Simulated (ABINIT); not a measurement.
ZrB2:

```
CELL_PARAMETERS angstrom
3.17000 0.00000 0.00000
-1.58500 2.74530 0.00000
0.00000 0.00000 3.53300
ATOMIC_POSITIONS crystal
Zr 0.00000 0.00000 0.00000
B 0.66667 0.33333 0.50000
B 0.33333 0.66667 0.50000
```

Base run:

| Quantity | Value |
| --- | --- |
| Program | ABINIT 10.8.3 (patched build) |
| Functional | RPBE |
| Potentials or basis | JTH PAW PBE v2.0 |
| Cutoff | 463 eV |
| k mesh | 10 × 10 × 8 |
| Occupations | fermi-dirac, width 0.05 eV |
| Spin | no spin polarisation |

Its results: band gap on the k mesh none (metal or under the smearing width); pressure 4.1 GPa.

Task: The run is repeated on the same cell with these changes: functional from RPBE to PBEsol. What comes out?

Result: Band gap on the k mesh none (metal or under the smearing width); pressure -4.1 GPa.

PBEsol binds more tightly than RPBE, so the same cell stands under less pressure.

Caveats: the PAW data sets were made with another functional, which shifts forces and pressure a little.
